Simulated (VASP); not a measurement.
Runs of VASP 6.6.1 on CdSe. All rows change the cell; the cell of one of them follows. The structure is tetragonal, space group I-4m2 (No. 119). Conventional cell: a = 4.255 Å, b = 4.255 Å, c = 6.141 Å, α = 90.00°, β = 90.00°, γ = 90.00°. Cd (site symmetry -4m2) is surrounded by 4 Se at 2.62 Å. Se (site symmetry -4m2) is surrounded by 4 Cd at 2.62 Å. Measurements of this composition are mostly on another form, of space group No. 186.

```csv
cell,gap on the mesh (eV),pressure (GPa)
"x and y stretched by -2 %, z held, crystal datasets",0.61,(a)
"z stretched by +3 % at fixed volume, crystal datasets",0.50,1.5
"z stretched by +3 % at fixed volume, PAW files",0.50,1.5
"atom 1 (Cd) moved by [0.05, 0.0, 0.0] A, crystal datasets",0.53,1.6
```

Alike in all rows: task electric field gradients; level PBE; potentials or basis VASP PAW PBE potentials, release 64 (Cd, Se); no spin polarisation; k mesh 8 × 8 × 8; cutoff (eV) 520; smearing fermi-dirac 0.03 eV.

Question: Fill in the values left out.

Answer: (a) 3.9.

A k mesh can miss the band edges, and the runs leave out spin-orbit coupling on Cd, Se.
